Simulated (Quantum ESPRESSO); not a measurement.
The system is Si.

```xyz
2
Lattice="0.0000 2.7219 2.7219 2.7219 0.0000 2.7219 2.7219 2.7219 0.0000" Properties=species:S:1:pos:R:3 pbc="T T T"
Si    2.7219    2.7219    2.7219
Si    4.0828    4.0828    4.0828
```

```yaml
Program: Quantum ESPRESSO 7.5
Task: Wannier functions
Functional: LDA
Potentials_or_basis: PseudoDojo 0.4.1 SR LDA standard
Cutoff: 435 eV
Density_cutoff: 1742 eV
k_mesh: 8 × 8 × 8
Occupations: fermi-dirac, width 0.05 eV
Spin: no spin polarisation
Form_of_the_LDA_correlation: PW92
Mixing_beta: 0.5
Most_SCF_iterations: 120
SCF_threshold: 4e-10 Ry
k_mesh_for_the_Wannier_functions: 5 × 5 × 5
Projections: Si sp
```

Start: atomic projections with disentanglement, frozen window up to 2.3 eV over the reference level. The reference level is the Fermi level, or the middle of the gap.

Q: With atomic projections with disentanglement, how many functions result, how localised are they, and how well do they interpolate the bands?

A: 8 functions with spreads from 1.54 to 1.54 Å², 12.4 Å² in all; they miss the direct bands by 51 meV (root mean square).

Wannier functions:
| function | nearest atom | distance (Å) | spread (Å²) | on-site energy from the reference level (eV) |
| --- | --- | --- | --- | --- |
| 1 | 1 Si | 0.78 | 1.54 | -0.23 |
| 2 | 1 Si | 0.78 | 1.54 | -0.23 |
| 3 | 1 Si | 0.78 | 1.54 | -0.23 |
| 4 | 1 Si | 0.78 | 1.54 | -0.23 |
| 5 | 2 Si | 0.78 | 1.54 | -0.23 |
| 6 | 2 Si | 0.78 | 1.54 | -0.23 |
| 7 | 2 Si | 0.78 | 1.54 | -0.23 |
| 8 | 2 Si | 0.78 | 1.54 | -0.23 |

Parts of the spread (Å²): invariant 10.69, diagonal 0.074, off-diagonal 1.59, total 12.36. Against the direct bands the interpolation misses by 51 meV (root mean square) and 394 meV at most, for states up to 1 eV over the reference level.
